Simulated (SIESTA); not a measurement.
Slab: MoS2, a slab with vacuum.

```
CELL_PARAMETERS angstrom
3.18454 0.00000 0.00000
-1.59227 2.75789 0.00000
0.00000 0.00000 21.67053
ATOMIC_POSITIONS crystal
Mo 0.33333 0.66667 0.85116
Mo 0.66667 0.33333 0.14884
S 0.66667 0.33333 0.77963
S 0.33333 0.66667 0.07725
S 0.66667 0.33333 0.92275
S 0.33333 0.66667 0.22037
```

```yaml
Program: SIESTA 5.4.2
Task: single point
Functional: PBEsol
Potentials_or_basis: PseudoDojo 0.4 standard (PBEsol files)
Basis: DZP (energy shift 0.003 Ry; two zetas on semicore shells)
Grid_cutoff: 800 Ry
Energy_shift: 0.003 Ry
k_mesh: 10 × 10 × 2
Occupations: fermi-dirac, width 0.05 eV
Spin: no spin polarisation
```

On this cell: largest force 0.303 eV/Å; band gap on the k mesh 1.37 eV, indirect (least direct gap 1.92 eV).

The same run follows on a disturbed copy (atoms moved at random, drawn with an rms of 0.05 Å):

```
Mo S
1.0
     3.18454    0.00000    0.00000
    -1.59227    2.75789    0.00000
     0.00000    0.00000   21.67053
Mo S
2 4
Direct
  0.34384 0.66824 0.85091
  0.67791 0.34480 0.14846
  0.67064 0.34761 0.77843
  0.33154 0.66630 0.07732
  0.65108 0.33668 0.92370
  0.32899 0.65297 0.21840
```

Q: What changes?

A: The energy moves by +17.8 meV/atom; largest force 1.309 eV/Å; band gap on the k mesh 1.29 eV, indirect (least direct gap 1.78 eV).

Forces on the atoms (eV/Å):
```
Mo  -1.241  0.414  0.051
Mo  -0.356 -1.106 -0.467
S    0.434 -0.318  0.116
S    0.237  0.369 -0.579
S    0.809 -0.095 -0.105
S    0.116  0.736  0.986
```

Stress tensor (GPa, compression positive):
```
-0.19 -0.23  0.34
-0.23 -1.14  0.75
 0.34  0.75  1.39
```

Caveats: the basis of atomic orbitals isn't converged, which shifts pressures, moduli and gaps.

A k mesh can miss the band edges.
